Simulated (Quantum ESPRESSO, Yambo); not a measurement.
# KF (Carobbiite): G0W0 in Yambo against the bands

Aim: move the bands of a G0W0 run on KF (Carobbiite) over a wide range.

Method: PBE and many-body steps on it, plane waves, in Yambo 5.3.0.

## 1. The structure

The structure is cubic, space group Fm-3m (No. 225). Conventional cell: a = 5.344 Å, b = 5.344 Å, c = 5.344 Å, α = 90.00°, β = 90.00°, γ = 90.00°. K has 6 F at 2.67 Å nearest. Nearest to F lie 6 K at 2.67 Å. Farther neighbours and most contacts between anions are not listed.

Structure file:

```xyz
2
Lattice="0.0000 2.6719 2.6719 2.6719 0.0000 2.6719 2.6719 2.6719 0.0000" Properties=species:S:1:pos:R:3 pbc="T T T"
K     0.0000    0.0000    0.0000
F     2.6719    2.6719    2.6719
```

The cell and positions come from the Crystallography Open Database and are kept as given unless a step says otherwise.

## 2. 34 bands

This step: Yambo 5.3.0; G0W0 on PBE, plane waves, norm-conserving pseudopotentials.

Now the one-shot GW correction: screening in the RPA, then the self-energy of the levels asked for.

The input, gw1.in:

```
HF_and_locXC
gw0
dyson
ppa
em1d
rim_cut
RandQpts= 1000000
RandGvec= 1 RL
EXXRLvcs= 72 Ry
VXCRLvcs= 288 Ry
Chimod= "HARTREE"
% BndsRnXp
 1 | 34 |
%
NGsBlkXp= 15.5 Ry
% LongDrXp
 1 | 1 | 1 |
%
% GbndRnge
 1 | 34 |
%
DysSolver= "n"
ExtendOut
PPAPntXp= 27.21138 eV
% QPkrange
 1 | 1 | 7 | 10 |
%
```

Command:

```console
OMP_NUM_THREADS=1 mpirun -n 8 yambo -F gw1.in -J gw1 -C gw1 > gw1.log
```

The program printed:

```text
 Yambo, version 5.3.0

 [02] CORE Variables Setup
 =========================

  [... cell, symmetries and grids as in the set-up ...]

  [02.05] Energies & Occupations
  ==============================

  [X] === General ===
  [X] Electronic Temperature                        :  0.000000  0.000000 [eV K]
  [X] Bosonic    Temperature                        :  0.000000  0.000000 [eV K]
  [X] Finite Temperature mode                       : no
  [X] El. density                                   :  0.41942E+24 [cm-3]
  [X] Fermi Level                                   :  1.536557 [eV]

  [X] === Gaps and Widths ===
  [X] Conduction Band Min                           :  6.199421 [eV]
  [X] Valence Band Max                              :  0.000000 [eV]
  [X] Filled Bands                                  :   8
  [X] Empty Bands                                   :     9   458
  [X] Direct Gap                                    :  6.199421 [eV]
  [X] Direct Gap localized at k                     :  1
  [X] Indirect Gap                                  :  6.199421 [eV]
  [X] Indirect Gap between kpts                     :  1  1
  [X] Last valence band width                       :  0.344584 [eV]
  [X] 1st conduction band width                     :  3.553835 [eV]

 [03] Transferred momenta grid and indexing
 ==========================================

 IBZ Q-points                                      :   8
 BZ  Q-points                                      :   64

 K/Q-points units:
 rlu = crystal or reduced units; cc = cartesian coordinates; iku = interal k-units

 Q [1]          [rlu]:  0.000000  0.000000  0.000000
 Q [2]          [rlu]:  0.16981E-17  0.16981E-17  0.25000
 Q [3]          [rlu]: -0.33962E-17 -0.33962E-17 -0.50000
 Q [4]          [rlu]:  0.74356E-19  0.25000      0.25000
 Q [5]          [rlu]: -0.62307E-17  0.25000      0.50000
 Q [6]          [rlu]: -0.33962E-17  0.25000     -0.25000
 Q [7]          [rlu]: -0.14871E-18 -0.50000     -0.50000
 Q [8]          [rlu]:  0.250000 -0.500000 -0.250000

 [04] Coloumb potential Random Integration (RIM)
 ===============================================

  [04.01] RIM initialization
  ==========================

  * Diagonal components only detected *

  8 x (sBL volume)        :  0.120444 [a.u.]
  sBZ random points       :  1000000
  Points outside the sBZ  :   7996195
  RL volume               :  0.963556 [a.u.]
  Integrated volume       :  0.964014 [a.u.]

  [04.02] RIM integrals
  =====================

  Gamma point sphere radius             :  0.089580 [a.u.]
  Points outside the sphere             :   799659
  [Int_sBZ(q=0) 1/q^2]*(Vol_sBZ)^(-1/3) =:  7.764404
                                 should be <:  7.795600

  Summary of Coulomb integrals for non-metallic bands |Q|[au] RIM/Bare

  Q [1] 0.100000E-4 0.995998 * Q [2] 0.269426 1.064955
  Q [4] 0.311106 1.063169 * Q [6] 0.439971 1.026119
  Q [5] 0.515912 1.019126 * Q [3] 0.538852 1.017184
  Q [7] 0.622213 1.014132 * Q [8] 0.695655 1.011034

 [WARNING] [Xp] User bands 1-34 break level degeneracy

 [05] Dipoles
 ============

  [05.01] Setup: observables and procedures
  =========================================

 [06] Dynamic Dielectric Matrix (PPA)
 ====================================

 [SLK-Inversion]  Pools        :  2
 [SLK-Inversion]  BLACS grid   :  2  2

 [WR./gw1//ndb.pp]---------------------------------------------------------------
  Brillouin Zone Q/K grids (IBZ/BZ)                :    8   64    8   64
  RL vectors                                       :   3383 [WF]
  Coulomb cutoff potential                         : none
  Electronic Temperature                           :  0.000000 [K]
  Bosonic    Temperature                           :  0.000000 [K]
  PPA    diel. fun.  energies                      : Perdew, Burke & Ernzerhof(X)+Perdew, Burke & Ernzerhof(C)
  wavefunctions                                    : Perdew, Burke & Ernzerhof(X)+Perdew, Burke & Ernzerhof(C)
  Global Gauge                                     : length
  X matrix size                                    :  307
  X band range                                     :    1   34
  X e/h energy range                               : -1.000000 -1.000000 [eV]
  X Time ordering                                  : R
  X Hxc Kernel                                     : HARTREE
  X Drude frequency                                :  0.000000  0.000000
  X poles                                          :  100.0000 [o/o]
  RL vectors in the sum                            :   3383
  [r,Vnl] included                                 : yes
  Field direction                                  :  0.577350E-5  0.577350E-5  0.577350E-5
  BZ energy Double Grid                            : no
  BZ energy DbGd points                            : 0
  BZ Q point size factor                           : -1.000000
  X Optical Averaged directions                    : none

 [07] Local Exchange-Correlation + Non-Local Fock
 ================================================

 [VXC] Plane waves :  21187
 [EXS] Plane waves :  2733

 QP @ state[ 1 ] K range:  1  1
 QP @ state[ 1 ] b range:   7  10

 [xc] Functional : Perdew, Burke & Ernzerhof(X)+Perdew, Burke & Ernzerhof(C)
 [xc] LIBXC used to calculate xc functional
  PP Number of Atomic Species                      :  2
  NLCC RL compoments                               :  21187
  PP Number of Atomic Species                      :  2
  NLCC RL compoments                               :  21187

 [xc] E_xc :  -9.052398 [Ha]
      E_xc :  -18.10480 [Ry]

  Local XC kind (lXC) : Perdew, Burke & Ernzerhof(X)+Perdew, Burke & Ernzerhof(C)
  Non-Local XC kind (nlXC) : Hartree-Fock

  Corrections @ K [1] :  [eV]
 <7|nlXC|7> = -29.45294  0.74119E-17 <7|lXC|7> = -21.89882  0.000000
 <8|nlXC|8> = -29.45293  0.99279E-17 <8|lXC|8> = -21.89882  0.94408E-16
 <9|nlXC|9> = -4.028151 -0.10527E-17 <9|lXC|9> = -7.969212 -0.18882E-15
 <10|nlXC|10> = -4.982402  0.10107E-17 <10|lXC|10> = -10.84085  0.18882E-15

 [08] Dyson equation: Newton solver
 ==================================

  [08.01] G0W0 (W PPA)
  ====================

  [  GW  ] Bands range     :    1   34
  [GW/PPA] G damping       :  0.100000 [eV]

  QP @ state[ 1 ] K range:  1  1
  QP @ state[ 1 ] b range:   7  10

   Sc/G bands                                       :    1   34
   Sc/G damping                                     :  0.100000 ev
   Sc bands terminator                              : no
   Sx RL components                                 :  2733

   QP @ state[ 1 ] K range                          :  1  1
   QP @ state[ 1 ] b range                          :   7  10
   GF energies kind                                 : Perdew, Burke & Ernzerhof(X)+Perdew, Burke & Ernzerhof(C)
   GF WF`s kind                                     : Perdew, Burke & Ernzerhof(X)+Perdew, Burke & Ernzerhof(C)
   Xs energies kind                                 : Perdew, Burke & Ernzerhof(X)+Perdew, Burke & Ernzerhof(C)
   Xs WF`s kind                                     : Perdew, Burke & Ernzerhof(X)+Perdew, Burke & Ernzerhof(C)

 [11] Game Over & Game summary
```

It took 12 s on 8 MPI ranks of Arm Neoverse V1, shared host; peak memory 2.2 GiB; 86 s of CPU time.

Numbers from this step:

- G0W0 gap on the points computed: 9.499 eV
- starting gap on the mesh: 6.199 eV
- k of the valence top: 0, 0, 0
- k of the conduction bottom: 0, 0, 0
- least direct G0W0 gap on the computed points: 9.499 eV
- Z at the valence top: 0.8124
- Z at the conduction bottom: 0.9021

The gap on the mesh goes from 6.20 eV to 9.50 eV, a correction of +3.30 eV.

## 3. 64 bands

The input, gw2.in:

```
HF_and_locXC
gw0
dyson
ppa
em1d
rim_cut
RandQpts= 1000000
RandGvec= 1 RL
EXXRLvcs= 72 Ry
VXCRLvcs= 288 Ry
Chimod= "HARTREE"
% BndsRnXp
 1 | 64 |
%
NGsBlkXp= 15.5 Ry
% LongDrXp
 1 | 1 | 1 |
%
% GbndRnge
 1 | 64 |
%
DysSolver= "n"
ExtendOut
PPAPntXp= 27.21138 eV
% QPkrange
 1 | 1 | 7 | 10 |
%
```

Command:

```console
OMP_NUM_THREADS=1 mpirun -n 8 yambo -F gw2.in -J gw2 -C gw2 > gw2.log
```

The program printed:

```text
 Yambo, version 5.3.0

 [02] CORE Variables Setup
 =========================

  [... cell, symmetries and grids as in the set-up ...]

  [02.05] Energies & Occupations
  ==============================

  [X] === General ===
  [X] Electronic Temperature                        :  0.000000  0.000000 [eV K]
  [X] Bosonic    Temperature                        :  0.000000  0.000000 [eV K]
  [X] Finite Temperature mode                       : no
  [X] El. density                                   :  0.41942E+24 [cm-3]
  [X] Fermi Level                                   :  1.536557 [eV]

  [X] === Gaps and Widths ===
  [X] Conduction Band Min                           :  6.199421 [eV]
  [X] Valence Band Max                              :  0.000000 [eV]
  [X] Filled Bands                                  :   8
  [X] Empty Bands                                   :     9   458
  [X] Direct Gap                                    :  6.199421 [eV]
  [X] Direct Gap localized at k                     :  1
  [X] Indirect Gap                                  :  6.199421 [eV]
  [X] Indirect Gap between kpts                     :  1  1
  [X] Last valence band width                       :  0.344584 [eV]
  [X] 1st conduction band width                     :  3.553835 [eV]

 [03] Transferred momenta grid and indexing
 ==========================================

 IBZ Q-points                                      :   8
 BZ  Q-points                                      :   64

 K/Q-points units:
 rlu = crystal or reduced units; cc = cartesian coordinates; iku = interal k-units

 Q [1]          [rlu]:  0.000000  0.000000  0.000000
 Q [2]          [rlu]:  0.16981E-17  0.16981E-17  0.25000
 Q [3]          [rlu]: -0.33962E-17 -0.33962E-17 -0.50000
[...]
================================================

 [VXC] Plane waves :  21187
 [EXS] Plane waves :  2733

 QP @ state[ 1 ] K range:  1  1
 QP @ state[ 1 ] b range:   7  10

 [xc] Functional : Perdew, Burke & Ernzerhof(X)+Perdew, Burke & Ernzerhof(C)
 [xc] LIBXC used to calculate xc functional
  PP Number of Atomic Species                      :  2
  NLCC RL compoments                               :  21187
  PP Number of Atomic Species                      :  2
  NLCC RL compoments                               :  21187

 [xc] E_xc :  -9.052398 [Ha]
      E_xc :  -18.10480 [Ry]

  Local XC kind (lXC) : Perdew, Burke & Ernzerhof(X)+Perdew, Burke & Ernzerhof(C)
  Non-Local XC kind (nlXC) : Hartree-Fock

  Corrections @ K [1] :  [eV]
 <7|nlXC|7> = -29.45294  0.74119E-17 <7|lXC|7> = -21.89882  0.000000
 <8|nlXC|8> = -29.45293  0.99279E-17 <8|lXC|8> = -21.89882  0.94408E-16
 <9|nlXC|9> = -4.028151 -0.10527E-17 <9|lXC|9> = -7.969212 -0.18882E-15
 <10|nlXC|10> = -4.982402  0.10107E-17 <10|lXC|10> = -10.84085  0.18882E-15

 [08] Dyson equation: Newton solver
 ==================================

  [08.01] G0W0 (W PPA)
  ====================

  [  GW  ] Bands range     :    1   64
  [GW/PPA] G damping       :  0.100000 [eV]

  QP @ state[ 1 ] K range:  1  1
  QP @ state[ 1 ] b range:   7  10

   Sc/G bands                                       :    1   64
   Sc/G damping                                     :  0.100000 ev
   Sc bands terminator                              : no
   Sx RL components                                 :  2733

   QP @ state[ 1 ] K range                          :  1  1
   QP @ state[ 1 ] b range                          :   7  10
   GF energies kind                                 : Perdew, Burke & Ernzerhof(X)+Perdew, Burke & Ernzerhof(C)
   GF WF`s kind                                     : Perdew, Burke & Ernzerhof(X)+Perdew, Burke & Ernzerhof(C)
   Xs energies kind                                 : Perdew, Burke & Ernzerhof(X)+Perdew, Burke & Ernzerhof(C)
   Xs WF`s kind                                     : Perdew, Burke & Ernzerhof(X)+Perdew, Burke & Ernzerhof(C)

 [11] Game Over & Game summary
```

It took 20 s on 8 MPI ranks; peak memory 2.6 GiB.

This step gave:

* G0W0 gap on the points computed: 9.472 eV
* starting gap on the mesh: 6.199 eV
* k of the valence top: 0, 0, 0
* k of the conduction bottom: 0, 0, 0
* least direct G0W0 gap on the computed points: 9.472 eV
* Z at the valence top: 0.8126
* Z at the conduction bottom: 0.9005

Against the run before, the gap moves by −0.027 eV.

## 4. 121 bands

The input, gw3.in:

```
HF_and_locXC
gw0
dyson
ppa
em1d
rim_cut
RandQpts= 1000000
RandGvec= 1 RL
EXXRLvcs= 72 Ry
VXCRLvcs= 288 Ry
Chimod= "HARTREE"
% BndsRnXp
 1 | 121 |
%
NGsBlkXp= 15.5 Ry
% LongDrXp
 1 | 1 | 1 |
%
% GbndRnge
 1 | 121 |
%
DysSolver= "n"
ExtendOut
PPAPntXp= 27.21138 eV
% QPkrange
 1 | 1 | 7 | 10 |
%
```

Command:

```console
OMP_NUM_THREADS=1 mpirun -n 8 yambo -F gw3.in -J gw3 -C gw3 > gw3.log
```

The program printed:

```text
 Yambo, version 5.3.0

 [02] CORE Variables Setup
 =========================

  [... cell, symmetries and grids as in the set-up ...]

  [02.05] Energies & Occupations
  ==============================

  [X] === General ===
  [X] Electronic Temperature                        :  0.000000  0.000000 [eV K]
  [X] Bosonic    Temperature                        :  0.000000  0.000000 [eV K]
  [X] Finite Temperature mode                       : no
  [X] El. density                                   :  0.41942E+24 [cm-3]
[...]
Sx RL components                                 :  2733

   QP @ state[ 1 ] K range                          :  1  1
   QP @ state[ 1 ] b range                          :   7  10
   GF energies kind                                 : Perdew, Burke & Ernzerhof(X)+Perdew, Burke & Ernzerhof(C)
   GF WF`s kind                                     : Perdew, Burke & Ernzerhof(X)+Perdew, Burke & Ernzerhof(C)
   Xs energies kind                                 : Perdew, Burke & Ernzerhof(X)+Perdew, Burke & Ernzerhof(C)
   Xs WF`s kind                                     : Perdew, Burke & Ernzerhof(X)+Perdew, Burke & Ernzerhof(C)

 [11] Game Over & Game summary
```

Elapsed: 36 s, on 8 MPI ranks; peak memory 2.8 GiB; 4.7 min of CPU time.

This step gave:

* G0W0 gap on the points computed: 9.553 eV
* starting gap on the mesh: 6.199 eV
* k of the valence top: 0, 0, 0
* k of the conduction bottom: 0, 0, 0
* least direct G0W0 gap on the computed points: 9.553 eV

Against the run before, the gap moves by +0.081 eV.

(Part 1 of 2 ends here.)

[Paths, hosts, dates, memory and timing lines, banners, echoed tables and standing remarks are left out of the program output.]

[Logs are printed without paths, hosts, clocks, repeated set-up lines and the standing remarks that a program may print on its own settings, such as how far it seeks lower states.]

[Runs of the session that timed out or met a known fault of the program may be left out.]

[Hosts, paths, dates, database ids (printed as entryN), source tags and the programs' standing remarks are cut or masked in the printed files.]
